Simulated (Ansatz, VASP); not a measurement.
# Two plane-wave programs on HfB

The input INCAR:

```
PREC = Accurate ; ENCUT = 520
EDIFF = 1E-6 ; ISMEAR = 0
SIGMA = 0.1 ; LREAL = False
LASPH = True ; NELM = 100
ALGO = Normal ; ISIF = 2
LWAVE = False ; LCHARG = True
GGA = PS ; LELF = True
LVHAR = True ; NBANDS = 14
```

The input KPOINTS:

```
regular mesh
0
Gamma
  16 16 16
```

POSCAR

```
HfB
1.0
    0.0000000000      2.3939477051      2.3939477051
    2.3939477051      0.0000000000      2.3939477051
    2.3939477051      2.3939477051      0.0000000000
Hf B
1 1
Direct
    0.5000000000      0.5000000000      0.5000000000
    0.0000000000      0.0000000000      0.0000000000
```

Input for Ansatz:

```yaml
crystal:
  lattice:
    - [0.0, 2.3939476943, 2.3939476943]
    - [2.3939476943, 0.0, 2.3939476943]
    - [2.3939476943, 2.3939476943, 0.0]
  atoms:
    - { symbol: Hf, position: [0.5, 0.5, 0.5] }
    - { symbol: B, position: [0.0, 0.0, 0.0] }
basis:
  ecutwfc: 420
kpoints:
  mp_grid: { grid: [16, 16, 16] }
  band_path:
    path:
      - [[0.0, 0.0, 0.0], [0.5, 0.0, 0.5], [0.625, 0.25, 0.625]]
      - [[0.375, 0.375, 0.75], [0.0, 0.0, 0.0], [0.5, 0.5, 0.5], [0.5, 0.25, 0.75], [0.5, 0.0, 0.5]]
    npoints: 14
hamiltonian:
  xc: pbesol
scf:
  occupations: { method: gaussian, width: 0.1 }
  n_extra_bands: 6
output:
  forces: true
  stress: true
  eigenvalues: true
  populations: true
  dos: { projected: true, de: 0.02, nscf_kmesh: { grid: [24, 24, 24] } }
  bader: true
  write_density: true
  write_potential: true
  elf: true
  volumetric_format: npy
```

Alike in both runs: task single point; functional PBEsol; k mesh 16 × 16 × 16; occupations gaussian, width 0.1 eV; no spin polarisation.

|  | VASP | Ansatz |
| --- | --- | --- |
| version | VASP 6.6.1 | Ansatz 0.2.0 |
| potentials or method | VASP PAW PBE potentials, release 64 (Hf_pv, B) | scalar-relativistic, plane waves, PAW |
| plane-wave cutoff (eV) | 520 | 420 |
| valence electrons in the cell | 13 | 29 |

VASP gave:

```
gap on the k mesh at the Fermi level (eV) : none
pressure (GPa)                            : 0.3
```

Q: What did Ansatz give for the same quantities?

A: gap on the k mesh at the Fermi level (eV): none; pressure (GPa): 0.0.

A gap of «none» marks a metal or a gap that the smearing closes. The two sets of potentials don't hold the same shells in valence.

Caveats: the PAW data sets were made with another functional, which shifts forces and pressure a little (VASP). Spin-orbit coupling is left out, which matters for the levels of Hf.
